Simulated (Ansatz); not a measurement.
SnO2 (tetragonal HfO2 sites, P4_2/nmc) by several functionals

All numbers come from the plane-wave code Ansatz. Note: simulated data, non-magnetic, for a generated structure that need not be the stable one.

SnO2 on the sites of tetragonal HfO2 (relaxed group P4_2/nmc), relaxed with r2SCAN. Around Sn lie 8 O at 2.02–2.49 Å; around O lie 4 Sn at 2.02–2.49 Å.

Space group P4_2/nmc:1 (No. 137). a = 3.549 Å, b = 3.549 Å, c = 5.429 Å, α = 90.00°, β = 90.00°, γ = 90.00°
```
atom  site  symmetry       x       y       z
  Sn    2a      -4m2  0.5000  0.5000  0.5000
   O    4d      2mm.  0.0000  0.5000  0.6772
```

Relaxed lattice by functional, symmetry kept:
```json
{"functional": "PBE", "k mesh": "8×8×6", "a (Å)": "3.593", "c (Å)": "5.532", "volume (Å³/atom)": "11.90"}
{"functional": "r2SCAN", "k mesh": "6×6×4", "a (Å)": "3.549", "c (Å)": "5.429", "volume (Å³/atom)": "11.40"}
{"functional": "PBEsol", "k mesh": "6×6×4", "a (Å)": "3.558", "c (Å)": "5.403", "volume (Å³/atom)": "11.40"}
```

Gaps on the r2SCAN cell, each the least over its mesh and the special points:

| level | k mesh | gap (eV) | kind | edges | least direct gap (eV) |
| --- | --- | --- | --- | --- | --- |
| PBE | 8×8×6 | 1.13 | indirect | M → Γ | 1.23 |
| PBE+SOC | 8×8×6 | 1.13 | indirect | M → Γ | 1.23 |
| r2SCAN | 8×8×6 | 1.70 | indirect | M → Γ | 1.83 |
| HSE06 | 4×4×4 | 2.62 | indirect | M → Γ | 2.81 |
| PBE0 | 4×4×4 | 3.32 | indirect | M → Γ | 3.51 |

PBE, PBE+SOC: smearing of 0.02 eV; the others have fixed occupations.
Wave cutoffs: 420 eV, 500 eV (r2SCAN).

HSE06 gives an indirect gap of 2.62 eV, from M to Γ; the least direct gap is 2.81 eV at Γ. Spin-orbit coupling changes the PBE gap by 0.00 eV, to 1.13 eV.

r2SCAN covers 39 % of the step from PBE to HSE06. For gaps to 0.1 eV, spin-orbit coupling (up to 0.01 eV here) can be left out. All these functionals give a gap of the same kind, indirect.

On the PBEsol cell (a = 3.558 Å, c = 5.403 Å), with PBEsol: One optical level at Γ is imaginary (28i cm⁻¹, printed negative). The program warns that the force constants, and all that is formed from them, aren't settled on this k mesh, so whether the cell is unstable needs a finer one. The clamped-ion dielectric constant comes out as 5.69 along x and y, 5.51 along z. Born charges, averaged over directions: Sn +4.48, O -2.24 e. The program notes that the ground state's band table doesn't vouch for all the bands that the response reads.

Only the levels marked +SOC include spin-orbit coupling.

The meshes of the hybrids are coarse, so their gaps aren't converged to the digits shown.
